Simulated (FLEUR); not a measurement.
**Ga: equation of state with r2SCAN**

The system is Ga.

```xyz
2
Lattice="1.3830 -4.0265 0.0000 1.3830 4.0265 0.0000 -0.1174 0.0000 3.3299" Properties=species:S:1:pos:R:3 pbc="T T T"
Ga    1.2949    2.9716    2.4974
Ga    1.3536   -2.9716    0.8325
```

This isn't the form of Ga at room conditions, which is orthorhombic.

```
Program                  : FLEUR MaX-R8.1 (later development tree)
Task                     : equation of state
Functional               : r2SCAN
Potentials or basis      : all-electron
Basis                    : FLAPW
Kmax                     : 4.3 1/bohr
k mesh                   : 10 × 10 × 8
Occupations              : fermi-dirac, width 0.05 eV
Spin                     : no spin polarisation
Gmax                     : 13.3 1/bohr
Muffin-tin radii         : Ga 2.28 bohr
lmax                     : Ga 9
lnonsphr                 : Ga 9
Local orbitals a species : Ga 6
```

```json
{"Equilibrium volume": "18.11 Å³/atom", "Bulk modulus at fixed shape and positions": "64 GPa"}
```

Energy against volume, from the lowest point:
| volume (Å³/atom) | energy (meV/atom) |
| --- | --- |
| 17.431 | 4.38 |
| 17.801 | 0.00 |
| 18.543 | 0.91 |
| 19.285 | 12.24 |
| 19.656 | 21.05 |

Caveat: the meta-GGA is that of a development version, with a GGA for the radial functions and cores and without core tails; the cell was scaled at fixed shape and fractional positions, which overstates the stiffness of a crystal with free parameters, most of all of layers and chains.
